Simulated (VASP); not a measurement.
# TiSe2 (P-3m1) in VASP: notebook

One crystal, TiSe2, is run at these levels: PBEsol, PBE+D3(BJ), PBE; tasks: relaxation of cell and atoms.

The COD entry that gives the cell may itself be a prediction, so a difference from it is no test against experiment.

Everything below comes from runs of VASP 6.6.1. Logs are shortened: lines on timing, memory, paths and dates and some standing lists are left out, and cuts for length are marked.

## (1) The structure

It takes space group P-3m1 (No. 164, trigonal). Conventional cell: a = 3.536 Å, b = 3.536 Å, c = 6.004 Å, α = 90.00°, β = 90.00°, γ = 120.00°. Around Ti (site symmetry -3m) lie 6 Se at 2.55 Å. Se (site symmetry 3m) is surrounded by 3 Ti at 2.55 Å.

## (2) Relaxation of cell and atoms, PBEsol

The input, INCAR:

```
SYSTEM = TiSe2
  PREC = Accurate
  ENCUT = 600
  EDIFF = 1E-6
  ISMEAR = 1
  SIGMA = 0.1
  LREAL = .FALSE.
  LASPH = .TRUE.
  NELM = 80
  ALGO = Normal
  ISIF = 3
  LWAVE = .FALSE.
  LCHARG = .FALSE.
  GGA = PS
  IBRION = 2
  NSW = 90
  EDIFFG = -0.01
```

The input, KPOINTS:

```
Automatic mesh
0
G
  12 12 6
  0 0 0
```

The input, POSCAR:

```
TiSe2
1.0
    3.5360000000      0.0000000000      0.0000000000
   -1.7680000000      3.0622658278      0.0000000000
    0.0000000000      0.0000000000      6.0040000000
Ti Se
1 2
Direct
    0.0000000000      0.0000000000      0.0000000000
    0.3333333333      0.6666666667      0.2552000000
    0.6666666667      0.3333333333      0.7448000000
```

Potentials or basis: VASP PAW PBE potentials, release 64 (Ti_sv, Se).

Command:

```console
cat potpaw_PBE.64/Ti_sv/POTCAR potpaw_PBE.64/Se/POTCAR > POTCAR
mpirun -np 1 vasp_std > vasp.out
```

OUTCAR:

```text
SYSTEM = TiSe2
   PREC = Accurate
   ENCUT = 600
   EDIFF = 1E-6
   ISMEAR = 1
   LREAL = .FALSE.
   LASPH = .TRUE.
   NELM = 80
   ISIF = 3
   GGA = PS
   IBRION = 2
   NSW = 90
   EDIFFG = -0.01

 ion  position               nearest neighbor table
   1  0.000  0.000  0.000-   2 2.55   3 2.55   3 2.55   2 2.55   3 2.55   2 2.55
   2  0.333  0.667  0.255-   1 2.55   1 2.55   1 2.55
   3  0.667  0.333  0.745-   1 2.55   1 2.55   1 2.55

  LATTYP: Found a hexagonal cell.
 ALAT       =     3.5360000000
 C/A-ratio  =     1.6979638009

  Lattice vectors:

 A1 = (   3.5360000000,   0.0000000000,   0.0000000000)
 A2 = (  -1.7680000000,   3.0622658278,   0.0000000000)
 A3 = (   0.0000000000,   0.0000000000,   6.0040000000)

Analysis of symmetry for initial positions (statically):
=====================================================================
 Subroutine PRICEL returns:
 Original cell was already a primitive cell.

 Routine SETGRP: Setting up the symmetry group for a
 hexagonal supercell.

 Subroutine GETGRP returns: Found 12 space group operations
 (whereof 12 operations were pure point group operations)
 out of a pool of 24 trial point group operations.

The static configuration has the point symmetry D_3d.

Analysis of symmetry for dynamics (positions and initial velocities):
=====================================================================
 Subroutine PRICEL returns:
 Original cell was already a primitive cell.

 Routine SETGRP: Setting up the symmetry group for a
 hexagonal supercell.

 Subroutine GETGRP returns: Found 12 space group operations
 (whereof 12 operations were pure point group operations)
 out of a pool of 24 trial point group operations.

The dynamic configuration has the point symmetry D_3d.

 Subroutine INISYM returns: Found 12 space group operations
 (whereof 12 operations are pure point group operations),
 and found     1 'primitive' translations

----------------------------------------------------------------------------------------

                                     Primitive cell

  volume of cell :      65.0123

  direct lattice vectors                    reciprocal lattice vectors
     3.536000000  0.000000000  0.000000000     0.282805430  0.163277791  0.000000000
    -1.768000000  3.062265828  0.000000000     0.000000000  0.326555582  0.000000000
     0.000000000  0.000000000  6.004000000     0.000000000  0.000000000  0.166555630

  length of vectors
     3.536000000  3.536000000  6.004000000     0.326555582  0.326555582  0.166555630

  position of ions in fractional coordinates (direct lattice)
     0.000000000  0.000000000  0.000000000
     0.333333333  0.666666667  0.255200000
     0.666666667  0.333333333  0.744800000

  ion indices of the primitive-cell ions
   primitive index   ion index
                 1           1
                 2           2
                 3           3

----------------------------------------------------------------------------------------

 KPOINTS: Automatic mesh

Automatic generation of k-mesh.
 Grid dimensions read from file:
 generate k-points for:   12   12    6

 Generating k-lattice:

  Cartesian coordinates                     Fractional coordinates (reciprocal lattice)
     0.023567119  0.013606483  0.000000000     0.083333333  0.000000000  0.000000000
     0.000000000  0.027212965  0.000000000     0.000000000  0.083333333  0.000000000
     0.000000000  0.000000000  0.027759272     0.000000000  0.000000000  0.166666667

  Length of vectors
     0.027212965  0.027212965  0.027759272

  Shift w.r.t. Gamma in fractional coordinates (k-lattice)
     0.000000000  0.000000000  0.000000000

 Subroutine IBZKPT returns following result:
 ===========================================

 Found    100 irreducible k-points:

 Following reciprocal coordinates:
            Coordinates               Weight
  0.000000  0.000000  0.000000      1.000000
  0.083333  0.000000  0.000000      6.000000
  0.166667  0.000000  0.000000      6.000000
  0.250000  0.000000  0.000000      6.000000
  0.333333  0.000000  0.000000      6.000000
  0.416667  0.000000  0.000000      6.000000
[... 16 lines left out ...]
  0.166667  0.000000  0.166667      6.000000
  0.000000  0.166667  0.166667      6.000000
 [... further k-points ...]
   k-points           NKPTS =    100   k-points in BZ     NKDIM =    100   number of bands    NBANDS=     16
   number of dos      NEDOS =    301   number of ions     NIONS =      3
   total plane-waves  NPLWV =  37632
   dimension x,y,z NGX =    28 NGY =   28 NGZ =   48
   dimension x,y,z NGXF=    56 NGYF=   56 NGZF=   96
   ions per type =               1   2
   NGX,Y,Z   is equivalent  to a cutoff of  13.16, 13.16, 13.29 a.u.
   NGXF,Y,Z  is equivalent  to a cutoff of  26.33, 26.33, 26.58 a.u.
 SYSTEM =  TiSe2
   PREC   = accura    normal or accurate (medium, high low for compatibility)
   ISTART =      0    job   : 0-new  1-cont  2-samecut
   ICHARG =      2    charge: 1-file 2-atom 10-const
   ISPIN  =      1    spin polarized calculation?
   LNONCOLLINEAR =      F non collinear calculations
   LSORBIT =      F    spin-orbit coupling
   LASPH  =      T    aspherical Exc in radial PAW
   ENCUT  =  600.0 eV  44.10 Ry    6.64 a.u.   7.06  7.06 11.99*2*pi/ulx,y,z
   NELM   =     80;   NELMIN=  2; NELMDL= -5     # of ELM steps
   EDIFF  = 0.1E-05   stopping-criterion for ELM
   LREAL  =      F    real-space projection
   EDIFFG = -.1E-01   stopping-criterion for IOM
   NSW    =     90    number of steps for IOM
   IBRION =      2    ionic relax: 0-MD 1-quasi-New 2-CG
   NFREE  =      1    steps in history (QN), initial steepest desc. (CG)
   ISIF   =      3    stress and relaxation
   ISYM   =      2    0-nonsym 1-usesym 2-fastsym
   POTIM  = 0.5000    time-step for ionic-motion
   TEBEG  =    0.0;   TEEND  =   0.0 temperature during run
   PSTRESS=    0.0 pullay stress
   NELECT =      24.0000    total number of electrons
   NUPDOWN=      -1.0000    fix difference up-down
   EMIN   =  10.00;   EMAX   =-10.00  energy-range for DOS
   EFERMI =   0.00;   METHOD = LEGACY
   ISMEAR =     1;   SIGMA  =   0.10  broadening in eV -4-tet -1-fermi 0-gaus
   EFERMI_NEDOS =   21; number of points for ismear=-14 and -15
   IALGO  =     38    algorithm
   IMIX   =      4    mixing-type and parameters
     AMIX     =   0.40;   BMIX     =  1.00
     AMIX_MAG =   1.60;   BMIX_MAG =  1.00
  volume/ion in A,a.u.               =      21.67       146.24
  Fermi-wavevector in a.u.,A,eV,Ry     =   1.174393  2.219280 18.765127  1.379198
  Thomas-Fermi vector in A             =   2.310790
   LORBIT       =      0    0 simple, 1 ext, 2 COOP (PROOUT), +10 PAW based schemes
   GGA     = PS    functional components
   LHFCALC =     F    Hartree Fock is set to
   AEXX    =    0.0000 exact exchange contribution
   IVDW    =     0    specifies the selected vdW correction
   LEPSILON=     F    determine dielectric tensor
   LRPA    =     F    only Hartree local field effects (RPA)
 conjugate gradient relaxation of ions
 non-spin polarized calculation
 Methfessel and Paxton  Order N= 1 SIGMA  =   0.10
  energy-cutoff  :      600.00
  volume of cell :       65.01
 maximum number of plane-waves:      2193
   NGX = 15   NGY = 15   NGZ = 23

--------------------------------------- Ionic step        1  -------------------------------------------

 number of electron      24.0000001 magnetization

 Free energy of the ion-electron system (eV)
  ---------------------------------------------------
  ext. energy  EPLUGINS =         0.00000000
  ---------------------------------------------------
  free energy    TOTEN  =       -19.44525652 eV

  energy without entropy =      -19.44566307  energy(sigma->0) =      -19.44539203

------------------------ aborting loop because EDIFF is reached ----------------------------------------

  FORCE on cell =-STRESS in cart. coord.  units (eV):
  Direction    XX          YY          ZZ          XY          YZ          ZX
  --------------------------------------------------------------------------------------
  -------------------------------------------------------------------------------------
  Total       -1.0390516     -1.0390516     -0.5128541      0.0000000     -0.0000000      0.0000000
  in kB      -25.6065972    -25.6065972    -12.6388808      0.0000000     -0.0000000      0.0000000
  external PRESSURE =     -21.2840251 kB  Pullay stress =       0.0000000 kB
[... 92 lines left out ...]
  FREE ENERGIE OF THE ION-ELECTRON SYSTEM (eV)
  ---------------------------------------------------
  free  energy   TOTEN  =       -19.4574128659 eV

  energy  without entropy=      -19.4577186350  energy(sigma->0) =      -19.45751479

[... ionic steps 4 to 9 ...]

--------------------------------------- Ionic step       10  -------------------------------------------

 number of electron      23.9999999 magnetization

------------------------ aborting loop because EDIFF is reached ----------------------------------------

  FORCE on cell =-STRESS in cart. coord.  units (eV):
  Direction    XX          YY          ZZ          XY          YZ          ZX
  --------------------------------------------------------------------------------------
  -------------------------------------------------------------------------------------
  Total        0.1221203      0.1221203      0.0780278     -0.0000000      0.0000000      0.0000000
  in kB        3.1534321      3.1534321      2.0148612     -0.0000000      0.0000000      0.0000000
  external PRESSURE =       2.7739085 kB  Pullay stress =       0.0000000 kB
[... 59 lines left out ...]
  energy  without entropy=      -19.4635653090  energy(sigma->0) =      -19.46359139

--------------------------------------- Ionic step       12  -------------------------------------------

 number of electron      24.0000000 magnetization

 Free energy of the ion-electron system (eV)
  ---------------------------------------------------
  ext. energy  EPLUGINS =         0.00000000
  ---------------------------------------------------
  free energy    TOTEN  =       -19.46361289 eV

  energy without entropy =      -19.46357868  energy(sigma->0) =      -19.46360149

 E-fermi :   5.1517     XC(G=0): -10.4132

 val. band max:        5.1358145612   @ k =   0.0000   0.4167   0.1667
 cond. band min:       5.1671008037   @ k =   0.0000   0.3333   0.1667
 fundamental gap:      0.0312862425
 Fermi energy:         5.1517308378

 k-point     1 :       0.0000    0.0000    0.0000
  band No.  band energies     occupation
      1     -52.0897      2.00000
      2     -28.4319      2.00000
      3     -28.4120      2.00000
      4     -28.4120      2.00000
      5      -9.0260      2.00000
      6      -7.4758      2.00000
[... 8 lines left out ...]
     15       5.8106     -0.00000
     16       8.5768      0.00000
[... 420 lines left out ...]
  band No.  band energies     occupation
      1     -52.0873      2.00000
      2     -28.4397      2.00000
      3     -28.4258      2.00000
      4     -28.4183      2.00000
      5      -8.6443      2.00000
      6      -7.4701      2.00000
[... 8 lines left out ...]
     15       6.7066     -0.00000
     16       8.1012      0.00000

 [... further k-points ...]

------------------------ aborting loop because EDIFF is reached ----------------------------------------

  FORCE on cell =-STRESS in cart. coord.  units (eV):
  Direction    XX          YY          ZZ          XY          YZ          ZX
  --------------------------------------------------------------------------------------
  -------------------------------------------------------------------------------------
  Total        0.0221970      0.0221970     -0.0095974      0.0000000      0.0000000      0.0000000
  in kB        0.5732948      0.5732948     -0.2478771      0.0000000      0.0000000      0.0000000
  external PRESSURE =       0.2995708 kB  Pullay stress =       0.0000000 kB
[... 18 lines left out ...]
  FREE ENERGIE OF THE ION-ELECTRON SYSTEM (eV)
  ---------------------------------------------------
  free  energy   TOTEN  =       -19.4636128887 eV

  energy  without entropy=      -19.4635786844  energy(sigma->0) =      -19.46360149

 reached required accuracy - stopping structural energy minimisation
```

Wall time 7.5 min (1 thread of Intel Xeon Platinum 8488C (Sapphire Rapids), shared host); peak memory 0.29 GiB.

What came out:

```
Free energy                            : -19.4636 eV
Relaxed volume                         : 20.68 Å³/atom
Relaxed cell                           : a = 3.474 Å, b = 3.474 Å, c = 5.935 Å, α = 90.00°, β = 90.00°, γ = 120.00°
Space group after relaxing (to 0.05 Å) : P-3m1 (No. 164)
Energy gained by relaxing              : 6.1 meV/atom
Ionic steps                            : 12
Pressure after relaxing                : 0.0 GPa
Largest force after relaxing           : 0.005 eV/Å
Band gap on the k mesh                 : none (metal or under the smearing width)
```

Forces in eV/Å, atoms in the order of the input:
```
Ti   0.000  0.000  0.000
Se   0.000  0.000 -0.005
Se   0.000  0.000  0.005
```

The path:
| step | energy change (eV) | largest force (eV/Å) | pressure (GPa) | volume (Å³) |
| --- | --- | --- | --- | --- |
| 1 | 0.0000 | 0.0809 | -2.13 | 65.01 |
| 2 | -0.0066 | 0.3655 | 1.67 | 62.34 |
| 3 | -0.0122 | 0.1803 | 0.08 | 63.39 |
| 4 | -0.0157 | 0.1048 | -0.01 | 63.14 |
| 5 | -0.0168 | 0.0327 | -0.08 | 62.90 |
| 6 | -0.0171 | 0.0356 | -0.02 | 62.77 |
| 7 | -0.0178 | 0.0430 | 0.16 | 62.38 |
| 8 | -0.0176 | 0.0558 | 0.59 | 61.59 |
| 9 | -0.0180 | 0.0496 | 0.36 | 62.05 |
| 10 | -0.0181 | 0.0378 | 0.28 | 62.05 |
| 11 | -0.0183 | 0.0027 | 0.08 | 62.04 |
| 12 | -0.0184 | 0.0052 | 0.03 | 62.03 |

Final structure:
```
Ti Se
1.0
     3.47415    0.00000    0.00000
    -1.73707    3.00870    0.00000
     0.00000    0.00000    5.93472
Ti Se
1 2
Cartesian
  1.7371 3.0087 5.9347
  0.0000 2.0058 1.5487
  1.7371 1.0029 4.3860
```

Levels at points of the mesh, in eV from the Fermi level:
| k point | band 10 | band 11 | band 12 | band 13 | band 14 | band 15 |
| --- | --- | --- | --- | --- | --- | --- |
| (0.00, 0.00, 0.00) | 0.27 | 0.52 | 0.52 | 0.57 | 0.66 | 0.66 |
| (0.50, 0.00, 0.00) | -2.87 | -2.24 | -1.34 | 0.05 | 1.50 | 1.92 |
| (0.00, 0.00, 0.50) | -2.15 | 0.39 | 0.39 | 0.50 | 0.50 | 1.28 |
| (0.50, 0.00, 0.50) | -2.50 | -1.17 | -0.84 | -0.27 | 1.50 | 1.89 |

Caveat: the PAW data sets were made with another functional, which shifts forces and pressure a little; this functional lacks dispersion, which binds the layers, so the pressure and a relaxed spacing across them are unreliable.

## (3) Relaxation of cell and atoms, PBEsol

This run uses another cell than the first one, of 20.68 Å³/atom, 0.954 times its volume.

INCAR: that of step 2 with these lines changed.

```diff
@@ -3,3 +3,3 @@
   ENCUT = 600
-  EDIFF = 1E-6
+  EDIFF = 1E-7
   ISMEAR = 1
@@ -16,2 +16,2 @@
   NSW = 90
-  EDIFFG = -0.01
+  EDIFFG = -0.005
```

KPOINTS is that of step 2.

The input, POSCAR:

```
TiSe2                                   
1.0
    3.4741473373     -0.0000000000      0.0000000000
   -1.7370736687      3.0086998506     -0.0000000000
    0.0000000000     -0.0000000000      5.9347183666
  Ti              Se            
     1     2
Direct
     1.0000000000000000    1.0000000000000000    1.0000000000000000
     0.3333333332999970    0.6666666667000030    0.2609612075750082
     0.6666666667000030    0.3333333332999970    0.7390387924249918
```

Potentials or basis: VASP PAW PBE potentials, release 64 (Ti_sv, Se).

Command:

```console
cat potpaw_PBE.64/Ti_sv/POTCAR potpaw_PBE.64/Se/POTCAR > POTCAR
mpirun -np 1 vasp_std > vasp.out
```

Wall time 2.5 min (1 thread of Intel Xeon Platinum 8488C (Sapphire Rapids), shared host); peak memory 0.28 GiB.

Results (log left out):

```yaml
Free_energy: -19.4631 eV
Relaxed_volume: 20.70 Å³/atom
Relaxed_cell: a = 3.477 Å, b = 3.477 Å, c = 5.932 Å, α = 90.00°, β = 90.00°, γ = 120.00°
Space_group_after_relaxing_to_0.05_Å: P-3m1 (No. 164)
Energy_gained_by_relaxing: 0.0 meV/atom
Ionic_steps: 4
Pressure_after_relaxing: 0.0 GPa
Band_gap_on_the_k_mesh: none (metal or under the smearing width)
```

Final structure:
```xyz
3
Lattice="3.4769 0.0000 0.0000 -1.7384 3.0111 0.0000 0.0000 0.0000 5.9319" Properties=species:S:1:pos:R:3 pbc="T T T"
Ti    0.0000    0.0000    0.0000
Se    0.0000    2.0074    1.5471
Se    1.7384    1.0037    4.3849
```

Levels at points of the mesh, in eV from the Fermi level:
```
           k point  band 9  band 10  band 11  band 12  band 13  band 14  band 15  band 16
(0.00, 0.00, 0.00)   -2.23     0.28     0.52     0.52     0.57     0.65     0.65     3.42
(0.50, 0.00, 0.00)   -2.87    -2.87    -2.24    -1.35     0.05     1.49     1.91     3.29
(0.00, 0.00, 0.50)   -2.16    -2.16     0.38     0.38     0.50     0.50     1.28     3.82
(0.50, 0.00, 0.50)   -2.83    -2.50    -1.17    -0.85    -0.26     1.49     1.88     3.18
```

Caveat: the PAW data sets were made with another functional, which shifts forces and pressure a little.

## (4) Relaxation of cell and atoms, PBE+D3(BJ)

The input, INCAR:

```
PREC     = Accurate       # precision mode
ENCUT    = 600            # plane-wave cutoff, eV
EDIFF    = 1E-6           # SCF threshold, eV
ISMEAR   = 1              # smearing method
SIGMA    = 0.1            # smearing width, eV
LREAL    = False          # projectors in reciprocal space
LASPH    = True           # aspherical terms in the spheres
NELM     = 80             # most SCF steps
ALGO     = Normal         # electronic algorithm
ISIF     = 3              # what is computed and relaxed
LWAVE    = False          # write WAVECAR
LCHARG   = False          # write CHGCAR
GGA      = PE             # functional
IVDW     = 12             # dispersion correction
IBRION   = 2              # ionic algorithm
NSW      = 90             # ionic steps
EDIFFG   = -0.01          # ionic threshold
KPAR     = 4
```

The input, KPOINTS:

```
Automatic mesh
0
Gamma
  12 12 6
```

The input, POSCAR:

```
TiSe2
1.0
    3.5360000000      0.0000000000      0.0000000000
   -1.7680000000      3.0622658278      0.0000000000
    0.0000000000      0.0000000000      6.0040000000
Ti Se
1 2
Direct
    0.0000000000      0.0000000000      0.0000000000
    0.3333333333      0.6666666667      0.2552000000
    0.6666666667      0.3333333333      0.7448000000
```

Command:

```console
cat potpaw_PBE.64/Ti_sv/POTCAR potpaw_PBE.64/Se/POTCAR > POTCAR
mpirun -np 4 vasp_std > vasp.out
```

Run time: 3 min. Hardware: 4 MPI ranks of Intel Xeon Platinum 8488C (Sapphire Rapids), shared host; peak memory 0.31 GiB.

The run converged. Its results:

- Free energy: -19.4762 eV
- Relaxed volume: 20.50 Å³/atom
- Relaxed cell: a = 3.482 Å, b = 3.482 Å, c = 5.859 Å, α = 90.00°, β = 90.00°, γ = 120.00°
- Space group after relaxing (to 0.05 Å): P-3m1 (No. 164)
- Energy gained by relaxing: 7.6 meV/atom
- Ionic steps: 10
- Pressure after relaxing: 0.0 GPa
- Largest force after relaxing: 0.008 eV/Å
- Band gap on the k mesh: none (metal or under the smearing width)
- Dispersion energy per atom: -0.451 eV

Forces in eV/Å, atoms in the order of the input:
```
Ti   0.000  0.000  0.000
Se   0.000  0.000 -0.008
Se   0.000  0.000  0.008
```

The path:
```tsv
step	energy change (eV)	largest force (eV/Å)	pressure (GPa)	volume (Å³)
1	0.0000	0.0905	-1.57	65.01
2	-0.0085	0.3343	0.77	63.04
3	-0.0091	0.2857	0.30	63.41
4	-0.0154	0.1559	0.07	62.97
5	-0.0171	0.0444	-0.12	62.60
6	-0.0193	0.0390	-0.05	62.32
7	-0.0226	0.0178	0.18	61.46
8	-0.0226	0.0158	0.20	61.41
9	-0.0222	0.0692	-0.44	61.77
10	-0.0227	0.0080	0.00	61.51
```

Final structure:
```yaml
crystal:
  lattice:
    - [3.48178, 0.00000, 0.00000]
    - [-1.74089, 3.01531, 0.00000]
    - [0.00000, 0.00000, 5.85864]
  atoms:
    - { symbol: Ti, position: [0.00000, 0.00000, 0.00000] }
    - { symbol: Se, position: [0.33333, 0.66667, 0.26539] }
    - { symbol: Se, position: [0.66667, 0.33333, 0.73461] }
```

Levels at points of the mesh, in eV from the Fermi level:
```csv
k point,band 10,band 11,band 12,band 13,band 14,band 15
"(0.00, 0.00, 0.00)",0.38,0.52,0.52,0.58,0.62,0.62
"(0.50, 0.00, 0.00)",-2.86,-2.24,-1.42,0.05,1.48,1.90
"(0.00, 0.00, 0.50)",-2.16,0.29,0.29,0.50,0.50,1.28
"(0.50, 0.00, 0.50)",-2.54,-1.12,-0.84,-0.25,1.47,1.87
```

(Part 1 of 2 ends here.)
